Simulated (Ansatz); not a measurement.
Runs of Ansatz 0.2.0 on V. Symmetry: Im-3m, No. 229, cubic system. Conventional cell: a = 3.029 Å, b = 3.029 Å, c = 3.029 Å, α = 90.00°, β = 90.00°, γ = 90.00°. V (site symmetry m-3m) is surrounded by 8 V at 2.62 Å. 

```tsv
task	level	cell	k mesh	cutoff (eV)	smearing	gap on the mesh (eV)	pressure (GPa)	moment (μB)
single point	PBE	as given	12 × 12 × 12	258	gaussian 0.022 eV	none	-5.3	0.12
band structure	PBE	as given	12 × 12 × 12	258	fermi-dirac 0.05 eV	-	(a)	0.00
relaxation of cell and atoms	RPBE+D3(BJ)	relaxed	12 × 12 × 12	-	fermi-dirac 0.05 eV	-	0.0	0.00
elastic constants	PBE	as given	9 × 9 × 9	276	fermi-dirac 0.05 eV	none	-5.5	0.16
band structure	RPBE	as given	12 × 12 × 12	258	fermi-dirac 0.05 eV	-	-1.3	0.00
single point	PBE	as given	12 × 12 × 12	258	gaussian 0.015 eV	none	-5.3	0.12
```

Alike in all rows: potentials or basis all-electron LAPW, scalar-relativistic; spin collinear, ferromagnetic start; basis error allowed 0.001 eV/atom.

Q: Estimate the missing entries.

A: (a) -5.4.

Caveats: the starting moments weren't kept (some runs); the k mesh is thin for a metal, which can move the energy by tens of meV per atom (some runs); a metal's response needs a denser mesh (some runs); the cell is more than 3 GPa from zero pressure, which shifts response properties (some runs); the program listed the state as in doubt (some runs).

A gap of «none» marks a metal or a gap under the smearing width.
